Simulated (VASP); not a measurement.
# P: restarted molecular dynamics, 2 variants

P, Imma (no. 74), 8 atoms in the cell. PBE, molecular dynamics; PAW potentials P (PBE set).

| Restart from | Temperature at the end (K) | The same without a restart (K) | Potential energy at the end (eV/atom) | The same without a restart (eV/atom) | Electronic steps in the first step after the restart | Time (s) |
|---|---|---|---|---|---|---|
| CONTCAR with velocities, WAVECAR read | 435.0 | 434.0 | -5.26407 | -5.26408 | 5 | 106 |
| CONTCAR with velocities, no WAVECAR | 435.0 | 434.0 | -5.26407 | -5.26408 | 13 | 107 |

Limits: 120 fs of 8 atoms are too short for converged averages; the cell is only 3.7 Å across, so each atom moves in step with near copies of itself.

## Input of the first row

INCAR.step1:
```
GGA = PE
PREC = Normal
ENCUT = 260
EDIFF = 1E-6
NELMIN = 4
NELM = 60
ALGO = Fast
LREAL = Auto
LASPH = T
ISMEAR = -1
SIGMA = 0.05
ISYM = 0
LWAVE = T
LCHARG = F
IBRION = 0
NSW = 30
POTIM = 2.0
TEBEG = 600
ISIF = 2
RANDOM_SEED = 6098 0 0
MDALGO = 2
SMASS = 0
KPAR = 2
```

INCAR.step2, as INCAR.step1 but for:
```
- LWAVE = T
+ LWAVE = F
```

KPOINTS:
```
k-points
0
Gamma
  2 3 3
```

POSCAR.step1:
```
P
1.0
    6.7660401724      0.0000000000      0.0000000000
    0.0000000000      5.0303300746      0.0000000000
    0.0000000000      0.0000000000      3.7178882716
P
8
Direct
    0.0000000000      0.2500000000      0.9466908900
    0.5000000000      0.2500000000      0.9466908900
    0.0000000000      0.7500000000      0.0533091100
    0.5000000000      0.7500000000      0.0533091100
    0.2500000000      0.7500000000      0.4466908900
    0.7500000000      0.7500000000      0.4466908900
    0.2500000000      0.2500000000      0.5533091100
    0.7500000000      0.2500000000      0.5533091100
```

Commands (each step's output is kept before the next begins):
```
cat potpaw_PBE.64/P/POTCAR > POTCAR
cp INCAR.step1 INCAR
cp POSCAR.step1 POSCAR
mpirun -np 2 vasp_std > vasp.out
cp CONTCAR POSCAR
cp INCAR.step2 INCAR
mpirun -np 2 vasp_std > vasp.out
```

Changes of the last row against the first:
```
(step 1)
- LWAVE = True
+ LWAVE = False
```

VASP 6.6.1 took 106 s on 2 cores (AMD EPYC 7R13 (Zen 3)), a shared host.
